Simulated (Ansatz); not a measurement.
Crystal: Al.

```
CELL_PARAMETERS angstrom
0.00000 2.02481 2.02481
2.02481 0.00000 2.02481
2.02481 2.02481 0.00000
ATOMIC_POSITIONS crystal
Al 0.00000 0.00000 0.00000
```

```yaml
Program: Ansatz 0.2.0
Task: relaxation of cell and atoms
Functional: LDA
Potentials_or_basis: Ansatz PAW
Cutoff: "420 eV (not typed: the program's choice for these potentials)"
k_mesh: 11 × 11 × 11
Occupations: fermi-dirac, width 0.05 eV
Spin: no spin polarisation
```

At the start: volume 16.60 Å³/atom.

Task: Where does the relaxation end?

Result: It ends after 5 steps and the volume is 15.83 Å³/atom (-4.6 %); space group Fm-3m (No. 225, to 0.05 Å).

The path:
```
step  energy change (eV)  largest force (eV/Å)  volume (Å³)
   1              0.0000                0.0000        16.60
   2             -0.0093                0.0000        15.72
   3             -0.0095                0.0000        15.84
   4             -0.0095                0.0000        15.83
   5             -0.0092                0.0000        15.83
```

Final structure:
```xyz
1
Lattice="0.0000 1.9931 1.9931 1.9931 0.0000 1.9931 1.9931 1.9931 0.0000" Properties=species:S:1:pos:R:3 pbc="T T T"
Al    0.0000    0.0000    0.0000
```

The cell as given is a measured one (16.60 Å³/atom); LDA puts the equilibrium volume -4.6 % from it, thermal expansion not counted.

Caveat: the plane-wave basis is chosen anew once the cell has moved, so the energies of steps on either side of that aren't comparable; the PAW data sets come from PBE, with cores solved anew for the run's functional, which leaves a small shift of forces and pressure.
